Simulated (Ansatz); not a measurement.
# Bi (R-3m) in Ansatz: notebook

The runs below take Bi through single point, equation of state, with PBE.

Everything below comes from runs of Ansatz 0.2.0. Logs are shortened: lines on timing, memory, paths and dates and some standing lists are left out, and cuts for length are marked.

**1. Starting point**

Symmetry: R-3m, No. 166, trigonal system. Conventional cell: a = 4.535 Å, b = 4.535 Å, c = 11.814 Å, α = 90.00°, β = 90.00°, γ = 120.00°. Bi (site symmetry 3m) has 6 Bi at 3.06 to 3.52 Å as nearest neighbours.

**2. Single point, PBE, 32.97 Å³/atom (volume scaled by 0.94)**

File input.yaml:

```yaml
crystal:
  lattice:
    - [2.2212115015, 1.2824170583, 3.8576100961]
    - [-2.2212115015, 1.2824170583, 3.8576100961]
    - [0.0, -2.5648341167, 3.8576100961]
  atoms:
    - { symbol: Bi, position: [0.766, 0.766, 0.766] }
    - { symbol: Bi, position: [0.234, 0.234, 0.234] }
hamiltonian:
  xc: pbe
  pseudopotentials: { kind: paw }
kpoints:
  mp_grid: { grid: [7, 7, 7] }
scf:
  occupations: { method: fermi_dirac, width: 0.05 }
output:
  forces: true
  stress: true
  eigenvalues: true
```

Potentials or basis: Ansatz PAW.

Launch:

```console
$ ansatz run input.yaml --threads 2 --pin off --max-ram 5632MiB --backend cpu --events-out ev --progress --plain --runs-dir out
```

Log:

```text
Warning: RAYON_NUM_THREADS=2 ignored (pool sized by the plan → 2); use --threads N
Engine: ansatz 0.2.0, aarch64-unknown-linux-gnu
Pseudopotentials: kind: paw
Pseudopotential: Bi, paw, valence charge 15, recommended cutoff 420 eV (normal), Bi.paw.azcp
Functional definition: PBE
  parameter kappa = 0.804
  parameter beta = 0.06672455060314922
  exchange = pbe_x(kappa = kappa, mu = beta*pi^2/3)
  correlation = pbe_c(beta = beta)
Crystal: 2 atoms, lattice volume = 65.931 Å³
Basis set: ecut = 420 eV, 1297 PW (Γ), exchange–correlation on 64×64×64 points (8 copies of the dense FFT grid, shifted against one another)
Bands: 19, of which v1, the nominal top of the filled ones, is band 15 counted from 1 (14 counted from 0)
Symmetry: 12 space group operations
Space group: R-3m (ITA 166), of the structure as read, at distance tolerance 4.0e-5 Å
k-points: 44 of 343
Non-local potential: Bi, projectors of the file, l = 0: 2, l = 1: 2, l = 2: 2, l = 3: 2
PAW form: soft (Blöchl's): semilocal exchange-correlation on the pseudo side does not see the compensation charge
PAW one-centre angular grid: Bi, 590 points (default); XC on 64 Gauss nodes
Initial density: superposition of atomic densities (neutral atoms: chi_scale 0, normalization atom), corrected by the library's trained network
Initial wavefunctions: pseudopotential atomic-orbital guess
Functional: x = pbe(κ = 0.804, μ = 0.2195149727645171), c = pbe(β = 0.06672455060314922)
SCF iter   1: F=—  HF=-24793.001758 eV  |F-HF|=—  |Δ(HF+E_count)|=         —  Δρ=9.30e-4  dr2=6.00e-4  ethr=1.77e-3  ⟨swp⟩=6.2  Hψ=4179  notcnv=0
preconditioner: auto → none  [insulator: Δε(μ)=0.294 eV  Ē_g=20.587 eV  σ=0.050 eV  W_gap=0.89  n_scr=14 (ndim 8)  ℏωp=25.0 eV  f_vac=0.001  D(μ)=0.10/eV (n_scr^D=0)  ε∞_Penn≈2.5]
SCF iter   2: F=—  HF=-24793.001251 eV  |F-HF|=—  |Δ(HF+E_count)|=   5.06e-4  Δρ=4.60e-4  dr2=9.80e-5  ethr=2.00e-6  ⟨swp⟩=2.3  Hψ=1941  notcnv=0
SCF iter   3: F=—  HF=-24793.001287 eV  |F-HF|=—  |Δ(HF+E_count)|=   3.55e-5  Δρ=2.05e-4  dr2=1.50e-5  ethr=3.27e-7  ⟨swp⟩=2.4  Hψ=1487  notcnv=0
SCF iter   4: F=—  HF=-24793.001309 eV  |F-HF|=—  |Δ(HF+E_count)|=   2.25e-5  Δρ=3.33e-5  dr2=4.66e-7  ethr=5.00e-8  ⟨swp⟩=2.0  Hψ=1056  notcnv=0
iter 5 did not close the SCF: its close was put off for the readings that it lacked (scf_convergence_deferred on its scf_iter line)
SCF iter   5: F=-24793.001310 eV  HF=-24793.001310 eV  |F-HF|=1.94e-8  |Δ(HF+E_count)|=   4.29e-7  Δρ=6.14e-6  dr2=1.97e-8  ethr=1.55e-9  ⟨swp⟩=2.0  Hψ=1496  notcnv=0
SCF iter   6: F=-24793.001310 eV  HF=-24793.001310 eV  |F-HF|=4.73e-11  |Δ(HF+E_count)|=   9.96e-9  Δρ=9.05e-7  dr2=4.38e-10  ethr=6.56e-11  ⟨swp⟩=2.7  Hψ=3244  notcnv=0
SCF 1 converged in 6 iterations: F = -24793.001310 eV  dr2 = 4.38e-10
SCF converged after 6 iterations
Free energy (F): -24793.001310 eV
Harris-Foulkes:  -24793.001310 eV  (|F-HF|=4.73e-11)
Internal energy: -24793.000206 eV  (E = F + TS)
E sigma→0 (E₀):  -24793.000758 eV
Entropy (-TS):   -0.001104 eV (-0.552 meV/atom)
Fermi energy:    10.653541 eV
--- Per-component energies (eV) ---
  E_band       = -191.026120
  E_kinetic    = 607.157564
  E_local      = -3019.651576  (includes V_loc(G=0)·N_el)
  E_nonlocal   = 1118.927043
  E_hartree    = 982.051461
  E_xc         = -303.368384
  E_vxc        = -289.655134  (∫ρ·V_xc dr)
  E_paw        = -21326.368927  (= ΣΔE_a)
  E_vpaw       = -571.905428  (= ΣTr[D̂ρ^β])
  E_aug_tail   = -0.000867  (compensation charges beyond the density's cutoff)
  E_ewald      = -2851.746520
  E_smearing   = -0.001104  (= −TS)
  E_closure    = -0.000000  (closes the sum)
  Σ components = -24793.001310   (vs F -24793.001310, Δ=0.00e0)
--- Forces (eV/Å), atoms counted from 1 ---
  atom   1  Bi    -0.00000000     0.00000000    -0.51032457
  atom   2  Bi     0.00000000    -0.00000000     0.51032457
  max |Σ_I F_I| component: 0.00e0 eV/Å
--- Stress (GPa, compression-positive) ---
        6.117517       0.000000      -0.000000
        0.000000       6.117517       0.000000
       -0.000000       0.000000       5.315852
  P = ⅓ Tr σ = 5.8503 GPa (58.503 kbar)
--- Band table (eV; the first three rows and the last of 44) ---
  k-point 0: bands = ["-12.3456", "-12.3456", "-12.1620", "-12.1620", "-12.1410", "-11.9312", "-11.9171", "-11.9171", "-11.7702", "-11.7702", "-2.8105", "3.5693", "9.1176", "9.4107", "9.4107", "13.3204", "13.8354", "13.8354", "16.3959"]
  k-point 1: bands = ["-12.3278", "-12.3229", "-12.1540", "-12.1478", "-12.1286", "-11.9434", "-11.9290", "-11.9245", "-11.7954", "-11.7893", "-2.6018", "3.0396", "9.1935", "9.3946", "9.4713", "12.8803", "13.1446", "13.3615", "15.7107"]
  k-point 2: bands = ["-12.2816", "-12.2594", "-12.1360", "-12.1097", "-12.0919", "-11.9840", "-11.9626", "-11.9408", "-11.8606", "-11.8378", "-1.9890", "1.8038", "9.2289", "9.3917", "9.7666", "11.6552", "12.2439", "12.4619", "16.1876"]
  k-point 43: bands = ["-12.2381", "-12.2381", "-12.1194", "-12.1108", "-12.0891", "-11.9776", "-11.9561", "-11.9516", "-11.8951", "-11.8896", "-1.2958", "0.7191", "7.8223", "9.3977", "9.8198", "11.9062", "12.2412", "13.9826", "17.2455"]
```

It took 1.8 s on 2 threads of Arm Neoverse V1, shared host; peak memory 0.34 GiB.

What came out:

| Item | Value |
| --- | --- |
| Free energy | -24793.0013 eV |
| Pressure | 5.9 GPa |
| Largest force | 0.510 eV/Å |
| Band gap on the k mesh | 0.30 eV, indirect (least direct gap 0.57 eV) |

Caveat: odd divisions of the mesh miss points on the zone boundary, where band edges often lie, so the gap on the mesh can be too wide; spin-orbit coupling is left out, which as a rule narrows the gap of such compounds by several tenths of an eV.

**3. Single point, PBE, 33.67 Å³/atom (volume scaled by 0.96)**

input.yaml, as its differences from that of step 2:

```diff
@@ -2,5 +2,5 @@
   lattice:
-    - [2.2212115015, 1.2824170583, 3.8576100961]
-    - [-2.2212115015, 1.2824170583, 3.8576100961]
-    - [0.0, -2.5648341167, 3.8576100961]
+    - [2.2368543514, 1.2914484619, 3.8847772595]
+    - [-2.2368543514, 1.2914484619, 3.8847772595]
+    - [0.0, -2.5828969239, 3.8847772595]
   atoms:
```

Potentials or basis: Ansatz PAW.

Launch:

```console
$ ansatz run input.yaml --threads 2 --pin off --max-ram 5632MiB --backend cpu --events-out ev --progress --plain --runs-dir out
```

It took 1.8 s on 2 threads of Arm Neoverse V1, shared host; peak memory 0.34 GiB.

The run converged. Its results:

```
Free energy            : -24793.0463 eV
Pressure               : 4.5 GPa
Largest force          : 0.400 eV/Å
Band gap on the k mesh : 0.28 eV, indirect (least direct gap 0.55 eV)
```

Caveat: odd divisions of the mesh miss points on the zone boundary, where band edges often lie, so the gap on the mesh can be too wide; spin-orbit coupling is left out, which as a rule narrows the gap of such compounds by several tenths of an eV.

**4. Single point, PBE, 34.37 Å³/atom (volume scaled by 0.98)**

input.yaml, as its differences from that of step 3:

```diff
@@ -2,5 +2,5 @@
   lattice:
-    - [2.2368543514, 1.2914484619, 3.8847772595]
-    - [-2.2368543514, 1.2914484619, 3.8847772595]
-    - [0.0, -2.5828969239, 3.8847772595]
+    - [2.2522814206, 1.3003552845, 3.9115696734]
+    - [-2.2522814206, 1.3003552845, 3.9115696734]
+    - [0.0, -2.600710569, 3.9115696734]
   atoms:
@@ -19 +19,5 @@
   eigenvalues: true
+  write_density: true
+  write_potential: true
+  elf: true
+  volumetric_format: npy
```

Launch:

```console
$ ansatz run input.yaml --threads 2 --pin off --max-ram 5632MiB --backend cpu --events-out ev --progress --plain --runs-dir out
```

It took 2.5 s on 2 threads of Arm Neoverse V1, shared host; peak memory 0.35 GiB.

It converged, with:

| Item | Value |
| --- | --- |
| Free energy | -24793.0798 eV |
| Pressure | 3.2 GPa |
| Largest force | 0.296 eV/Å |
| Band gap on the k mesh | 0.27 eV, indirect (least direct gap 0.54 eV) |

Caveat: odd divisions of the mesh miss points on the zone boundary, where band edges often lie, so the gap on the mesh can be too wide; spin-orbit coupling is left out, which as a rule narrows the gap of such compounds by several tenths of an eV.

**5. Single point, PBE, 35.07 Å³/atom**

File input.yaml:

```yaml
crystal:
  lattice:
    - [2.2675, 1.3091417354, 3.938]
    - [-2.2675, 1.3091417354, 3.938]
    - [0.0, -2.6182834708, 3.938]
  atoms:
    - { symbol: Bi, position: [0.766, 0.766, 0.766] }
    - { symbol: Bi, position: [0.234, 0.234, 0.234] }
hamiltonian:
  xc: pbe
  pseudopotentials: { kind: paw }
kpoints:
  mp_grid: { grid: [7, 7, 7] }
scf:
  occupations: { method: fermi_dirac, width: 0.05 }
output:
  forces: true
  stress: true
  eigenvalues: true
```

Launch:

```console
$ ansatz run input.yaml --threads 2 --pin off --max-ram 5632MiB --backend cpu --events-out ev --progress --plain --runs-dir out
```

It took 1.9 s on 2 threads of Arm Neoverse V1, shared host; peak memory 0.34 GiB.

Results (log left out):

- Free energy: -24793.1030 eV
- Pressure: 2.1 GPa
- Largest force: 0.200 eV/Å
- Band gap on the k mesh: 0.26 eV, indirect (least direct gap 0.53 eV)

Caveat: odd divisions of the mesh miss points on the zone boundary, where band edges often lie, so the gap on the mesh can be too wide; spin-orbit coupling is left out, which as a rule narrows the gap of such compounds by several tenths of an eV.

**6. Single point, PBE, 35.77 Å³/atom (volume scaled by 1.02)**

input.yaml, as its differences from that of step 5:

```diff
@@ -2,5 +2,5 @@
   lattice:
-    - [2.2675, 1.3091417354, 3.938]
-    - [-2.2675, 1.3091417354, 3.938]
-    - [0.0, -2.6182834708, 3.938]
+    - [2.2825169939, 1.3178118009, 3.9640802302]
+    - [-2.2825169939, 1.3178118009, 3.9640802302]
+    - [0.0, -2.6356236018, 3.9640802302]
   atoms:
```

Potentials or basis: Ansatz PAW.

Launch:

```console
$ ansatz run input.yaml --threads 2 --pin off --max-ram 5632MiB --backend cpu --events-out ev --progress --plain --runs-dir out
```

Wall time 2 s (2 threads of Arm Neoverse V1, shared host); peak memory 0.34 GiB.

The run converged. Its results:

```yaml
Free_energy: -24793.1169 eV
Pressure: 1.1 GPa
Largest_force: 0.109 eV/Å
Band_gap_on_the_k_mesh: 0.25 eV, indirect (least direct gap 0.52 eV)
```

Caveat: odd divisions of the mesh miss points on the zone boundary, where band edges often lie, so the gap on the mesh can be too wide; spin-orbit coupling is left out, which as a rule narrows the gap of such compounds by several tenths of an eV.

**7. Single point, PBE, 36.47 Å³/atom (volume scaled by 1.04)**

input.yaml, as its differences from that of step 6:

```diff
@@ -2,5 +2,5 @@
   lattice:
-    - [2.2825169939, 1.3178118009, 3.9640802302]
-    - [-2.2825169939, 1.3178118009, 3.9640802302]
-    - [0.0, -2.6356236018, 3.9640802302]
+    - [2.2973389482, 1.3263692602, 3.9898217322]
+    - [-2.2973389482, 1.3263692602, 3.9898217322]
+    - [0.0, -2.6527385203, 3.9898217322]
   atoms:
```

Launch:

```console
$ ansatz run input.yaml --threads 2 --pin off --max-ram 5632MiB --backend cpu --events-out ev --progress --plain --runs-dir out
```

Wall time 2.1 s (2 threads of Arm Neoverse V1, shared host); peak memory 0.36 GiB.

The run converged. Its results:

```
Free energy            : -24793.1225 eV
Pressure               : 0.2 GPa
Largest force          : 0.025 eV/Å
Band gap on the k mesh : 0.25 eV, indirect (least direct gap 0.51 eV)
```

Caveat: odd divisions of the mesh miss points on the zone boundary, where band edges often lie, so the gap on the mesh can be too wide; spin-orbit coupling is left out, which as a rule narrows the gap of such compounds by several tenths of an eV.

**8. Single point, PBE, 37.17 Å³/atom (volume scaled by 1.06)**

input.yaml, as its differences from that of step 7:

```diff
@@ -2,5 +2,5 @@
   lattice:
-    - [2.2973389482, 1.3263692602, 3.9898217322]
-    - [-2.2973389482, 1.3263692602, 3.9898217322]
-    - [0.0, -2.6527385203, 3.9898217322]
+    - [2.3119720748, 1.3348176998, 4.0152352947]
+    - [-2.3119720748, 1.3348176998, 4.0152352947]
+    - [0.0, -2.6696353996, 4.0152352947]
   atoms:
```

Launch:

```console
$ ansatz run input.yaml --threads 2 --pin off --max-ram 5632MiB --backend cpu --events-out ev --progress --plain --runs-dir out
```

It took 2 s on 2 threads of Arm Neoverse V1, shared host; peak memory 0.36 GiB.

It converged, with:

- Free energy: -24793.1207 eV
- Pressure: -0.6 GPa
- Largest force: 0.054 eV/Å
- Band gap on the k mesh: 0.24 eV, indirect (least direct gap 0.50 eV)

Caveat: odd divisions of the mesh miss points on the zone boundary, where band edges often lie, so the gap on the mesh can be too wide; spin-orbit coupling is left out, which as a rule narrows the gap of such compounds by several tenths of an eV.

**9. Equation of state, PBE**

Potentials or basis: Ansatz PAW.

This step only gathers the single runs of the series.

Results:

```
Equilibrium volume                        : 36.64 Å³/atom
Bulk modulus at fixed shape and positions : 43 GPa
Pressure derivative of the bulk modulus   : 4.6
```

Energy against volume, from the lowest point:
```
volume (Å³/atom)  energy (meV/atom)
          32.965              60.61
          33.667              38.10
          34.368              21.35
          35.070               9.76
          35.771               2.80
          36.472               0.00
          37.174               0.92
```

Caveat: the cell was scaled at fixed shape and fractional positions, which overstates the stiffness of a crystal with free parameters, most of all of layers and chains; spin-orbit coupling is left out, which moves the levels of the heavy elements.
